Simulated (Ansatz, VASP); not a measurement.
GaAs: VASP beside Ansatz

The input INCAR:

```
PREC     = Accurate       # precision mode
ENCUT    = 520            # plane-wave cutoff, eV
EDIFF    = 1E-6           # SCF threshold, eV
ISMEAR   = 0              # smearing method
SIGMA    = 0.011          # smearing width, eV
LREAL    = F              # projectors in reciprocal space
LASPH    = T              # aspherical terms in the spheres
NELM     = 60             # most SCF steps
ALGO     = Normal         # electronic algorithm
ISIF     = 2              # what is computed and relaxed
LWAVE    = F              # write WAVECAR
LCHARG   = F              # write CHGCAR
GGA      = PE             # functional
NBANDS   = 16             # bands
```

KPOINTS

```
Automatic mesh
0
Gamma
  8 8 8
```

File POSCAR:

```
GaAs
1.0
    0.0000000000      2.8268500000      2.8268500000
    2.8268500000      0.0000000000      2.8268500000
    2.8268500000      2.8268500000      0.0000000000
As Ga
1 1
Direct
    0.7500000000      0.7500000000      0.7500000000
    0.0000000000      0.0000000000      0.0000000000
```

File input.yaml:

```yaml
crystal:
  lattice:
    - [0.0, 2.82685, 2.82685]
    - [2.82685, 0.0, 2.82685]
    - [2.82685, 2.82685, 0.0]
  atoms:
    - { symbol: As, position: [0.75, 0.75, 0.75] }
    - { symbol: Ga, position: [0.0, 0.0, 0.0] }
kpoints:
  mp_grid: { grid: [8, 8, 8] }
scf:
  occupations: { method: gaussian, width: 0.011 }
hamiltonian:
  xc: pbe
  pseudopotentials: { kind: all_electron, lapw: { basis_error: 0.001 } }
output:
  forces: true
  stress: true
  eigenvalues: true
```

Alike in both runs: task single point; functional PBE; k mesh 8 × 8 × 8; occupations gaussian, width 0.011 eV; no spin polarisation.

```csv
,VASP,Ansatz
version,VASP 6.6.1,Ansatz 0.2.0
potentials or method,"VASP PAW PBE potentials, release 64 (As, Ga_d)","all-electron LAPW, scalar-relativistic"
plane-wave cutoff (eV),520,see its input
```

Ansatz gave:

| Quantity | Value |
| --- | --- |
| gap on the k mesh at the Fermi level (eV) | 0.52 |
| least direct gap on the mesh (eV) | 0.52 |
| pressure (GPa) | 3.3 |

Question: Estimate VASP's values.

Answer: gap on the k mesh at the Fermi level (eV): 0.52; least direct gap on the mesh (eV): 0.52; pressure (GPa): 3.4.

Ansatz ran all-electron here, so the differences hold the error of VASP's frozen core and of both bases.

A k mesh can miss the band edges. PBE gaps usually lie below the measured ones, often by a third to a half.
